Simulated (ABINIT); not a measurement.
# Ti (Im-3m) in ABINIT: a series of runs

Aim: see how the results for Ti move with the level of theory and the settings. Levels: LDA, PBEsol. Tasks: equation of state.

All numbers are computed with ABINIT 10.8.3 (patched build); they aren't measurements. Logs are shortened: lines on timing, memory, paths and dates and some standing lists are left out, and cuts for length are marked. The log counts tension as positive stress, the text compression.

### 1 Starting point

The structure is cubic, space group Im-3m (No. 229). The conventional cell has a = 3.282 Å, b = 3.282 Å, c = 3.282 Å, α = 90.00°, β = 90.00°, γ = 90.00°. Around Ti (site symmetry m-3m) lie 8 Ti at 2.84 Å.

This isn't the form of Ti at room conditions, which is hcp.

### 2 Equation of state, LDA

Contents of run.abi:

```
# Datasets: one volume each
ndtset 7
getwfk -1
scalecart1 3*0.9795861087
scalecart2 3*0.9864848297
scalecart3 3*0.9932883884
scalecart4 3*1.0000000000
scalecart5 3*1.0066227096
scalecart6 3*1.0131594038
scalecart7 3*1.0196128224

# Pseudopotentials
pp_dirpath "./"
pseudos "Ti.GGA_PBE-JTH.xml"

# Structure
acell 3*1.0
rprim
    -3.1010405705     3.1010405705     3.1010405705
     3.1010405705    -3.1010405705     3.1010405705
     3.1010405705     3.1010405705    -3.1010405705
ntypat 1
znucl 22
natom 1
typat 1
xred
     0.0000000000     0.0000000000     0.0000000000

# Plane-wave basis
ecut 489.804952 eV
pawecutdg 36.0

# k points
kptopt 1
ngkpt 11 11 11
nshiftk 1
shiftk 0.0 0.0 0.0

# Exchange and correlation
ixc 7

# Bands and occupations
nband 10
occopt 3
tsmear 0.00183747

# SCF cycle
nstep 100
tolvrs 1.0e-9

# Output
iomode 3
prtwf 1
prtden 0
prteig 0
prtebands 0
```

Potentials or basis: JTH PAW PBE v2.0.

On the command line:

```console
$ abinit run.abi > log 2>&1
```

run.abo:

```text
.Version 10.8.3 of ABINIT
 DATASET    1 : space group Im -3 m (#229); Bravais cI (body-center cubic)
================================================================================
 Values of the parameters that define the memory need for DATASET  1.
     intxc =       0    ionmov =       0      iscf =      17    lmnmax =      18
     lnmax =       6     mgfft =      24  mpssoang =       3    mqgrid =    3001
     natom =       1  nloc_mem =       2    nspden =       1   nspinor =       1
    nsppol =       1      nsym =      48    n1xccc =       1    ntypat =       1
    occopt =       3   xclevel =       1
       mpw =         420          nfft =       13824          nkpt =          56
 PAW method is used; the additional fine FFT grid is defined by:
   mgfftf=        30    nfftf =     27000
================================================================================
================================================================================
[... 71 lines left out ...]
 DATASET    7 : space group Im -3 m (#229); Bravais cI (body-center cubic)
================================================================================
 Values of the parameters that define the memory need for DATASET  7.
     intxc =       0    ionmov =       0      iscf =      17    lmnmax =      18
     lnmax =       6     mgfft =      24  mpssoang =       3    mqgrid =    3001
     natom =       1  nloc_mem =       2    nspden =       1   nspinor =       1
    nsppol =       1      nsym =      48    n1xccc =       1    ntypat =       1
    occopt =       3   xclevel =       1
       mpw =         472          nfft =       13824          nkpt =          56
 PAW method is used; the additional fine FFT grid is defined by:
   mgfftf=        30    nfftf =     27000
================================================================================
================================================================================

--------------------------------------------------------------------------------
------------- Echo of variables that govern the present computation ------------
--------------------------------------------------------------------------------
 -outvars: echo values of preprocessed input variables --------
            acell      1.0000000000E+00  1.0000000000E+00  1.0000000000E+00 Bohr
              amu      4.78800000E+01
             ecut      1.80000000E+01 Hartree
           getwfk          -1
                       outvar_i_n : Printing only first  50 k-points.
              ixc           7
           jdtset        1    2    3    4    5    6    7
                       outvar_i_n : Printing only first  50 k-points.
         kptrlatt       11    0    0      0   11    0      0    0   11
          kptrlen1     5.78766491E+01
          kptrlen2     5.82842445E+01
          kptrlen3     5.86862175E+01
          kptrlen4     5.90827581E+01
          kptrlen5     5.94740460E+01
          kptrlen6     5.98602519E+01
          kptrlen7     6.02415377E+01
            natom           1
            nband          10
[... 37 lines left out ...]
            typat      1
           useylm           1
                       outvars : Printing only first  50 k-points.
            znucl       22.00000

================================================================================

 chkinp: Checking input parameters for consistency, jdtset=   1.

 chkinp: Checking input parameters for consistency, jdtset=   2.
[... 46 lines left out ...]
 getcut: wavevector=  0.0000  0.0000  0.0000  ngfft=  30  30  30
         ecut(hartree)=     36.000   => boxcut(ratio)=   2.11103

--- Pseudopotential description ------------------------------------------------
- pspini: atom type   1  psp file is ./Ti.GGA_PBE-JTH.xml
 Pseudopotential format is: paw10
 basis_size (lnmax)=  6 (lmn_size= 18), orbitals=   0   0   1   1   2   2
 Spheres core radius: rc_sph= 2.30802695
 Shapefunction is BESSEL type: shapef(r,l)=aa(1,l)*jl(q(1,l)*r)+aa(2,l)*jl(q(2,l)*r)
 Radius for shape functions =  2.01037111
 Compensation charge density is not taken into account in XC energy/potential

   3.05946380E+02                                ecore*ucvol(ha*bohr**3)
--------------------------------------------------------------------------------

================================================================================

--- !BeginCycle
iteration_state: {dtset: 1, }
solver: {iscf: 17, nstep: 100, nline: 4, wfoptalg: 10, }
tolerances: {tolvrs: 1.00E-09, }
...
[... 1207 lines left out ...]
-Cartesian components of stress tensor (GPa)         [Pressure= -1.4887E+01 GPa]
- sigma(1 1)=  1.48871602E+01  sigma(3 2)=  0.00000000E+00
- sigma(2 2)=  1.48871602E+01  sigma(3 1)=  0.00000000E+00
- sigma(3 3)=  1.48871602E+01  sigma(2 1)=  0.00000000E+00

== END DATASET(S) ==============================================================
================================================================================

 -outvars: echo values of variables after computation  --------
            acell      1.0000000000E+00  1.0000000000E+00  1.0000000000E+00 Bohr
           etotal1    -5.8702883831E+01
           etotal2    -5.8702394986E+01
           etotal3    -5.8701744439E+01
           etotal4    -5.8700947567E+01
           etotal5    -5.8700018301E+01
           etotal6    -5.8698970046E+01
           etotal7    -5.8697814403E+01
            fcart1    -0.0000000000E+00 -0.0000000000E+00 -0.0000000000E+00
            fcart2    -0.0000000000E+00 -0.0000000000E+00 -0.0000000000E+00
            fcart3    -0.0000000000E+00 -0.0000000000E+00 -0.0000000000E+00
            fcart4    -0.0000000000E+00 -0.0000000000E+00 -0.0000000000E+00
            fcart5    -0.0000000000E+00 -0.0000000000E+00 -0.0000000000E+00
            fcart6    -0.0000000000E+00 -0.0000000000E+00 -0.0000000000E+00
            fcart7    -0.0000000000E+00 -0.0000000000E+00 -0.0000000000E+00
            rprim1    -3.0377362654E+00  3.0377362654E+00  3.0377362654E+00
                       3.0377362654E+00 -3.0377362654E+00  3.0377362654E+00
                       3.0377362654E+00  3.0377362654E+00 -3.0377362654E+00
[... 17 lines left out ...]
                       3.1618607285E+00  3.1618607285E+00 -3.1618607285E+00
           strten1     1.6941011441E-04  1.6941011441E-04  1.6941011441E-04
                       0.0000000000E+00  0.0000000000E+00  0.0000000000E+00
           strten2     2.4055062595E-04  2.4055062595E-04  2.4055062595E-04
                       0.0000000000E+00  0.0000000000E+00  0.0000000000E+00
           strten3     3.0496454208E-04  3.0496454208E-04  3.0496454208E-04
                       0.0000000000E+00  0.0000000000E+00  0.0000000000E+00
           strten4     3.6319047752E-04  3.6319047752E-04  3.6319047752E-04
                       0.0000000000E+00  0.0000000000E+00  0.0000000000E+00
           strten5     4.1576680274E-04  4.1576680274E-04  4.1576680274E-04
                       0.0000000000E+00  0.0000000000E+00  0.0000000000E+00
           strten6     4.6320416732E-04  4.6320416732E-04  4.6320416732E-04
                       0.0000000000E+00  0.0000000000E+00  0.0000000000E+00
           strten7     5.0600429194E-04  5.0600429194E-04  5.0600429194E-04
                       0.0000000000E+00  0.0000000000E+00  0.0000000000E+00
 Calculation completed.
```

Run time: 47 s. Hardware: 1 thread of Arm Neoverse V1, shared host; peak memory 0.11 GiB.

What came out:

```yaml
Equilibrium_volume: "15.90 Å³/atom (rough: see the caveat)"
Bulk_modulus: 122 GPa (rough)
```

Energy against volume, from the lowest point:
```tsv
volume (Å³/atom)	energy (meV/atom)
16.616	0.00
16.969	13.30
17.323	31.00
17.676	52.69
18.030	77.98
18.383	106.50
18.737	137.95
```

Caveat: pressures at fixed basis lie under the slope of the energies; the minimum lies outside the volumes run; the PAW data sets were made with another functional, which shifts forces and pressure a little.

### 3 Equation of state, PBEsol

run.abi: that of step 2 with these lines changed.

```diff
@@ -31,2 +31,3 @@
 pawecutdg 36.0
+pawxcdev 0
 
@@ -39,3 +40,3 @@
 # Exchange and correlation
-ixc 7
+ixc -116133
```

Potentials or basis: JTH PAW PBE v2.0.

On the command line:

```console
$ abinit run.abi > log 2>&1
```

Run time: 63 s. Hardware: 1 thread of Arm Neoverse V1, shared host; peak memory 0.13 GiB.

Results (log left out):

| Quantity | Value |
| --- | --- |
| Equilibrium volume | 16.57 Å³/atom (rough: see the caveat) |
| Bulk modulus | 114 GPa (rough) |

Energy against volume, from the lowest point:
```csv
volume (Å³/atom),energy (meV/atom)
16.616,0.00
16.969,3.32
17.323,11.40
17.676,23.82
18.030,40.20
18.383,60.11
18.737,83.26
```

Caveat: pressures at fixed basis lie under the slope of the energies; the minimum lies outside the volumes run; the PAW data sets were made with another functional, which shifts forces and pressure a little.
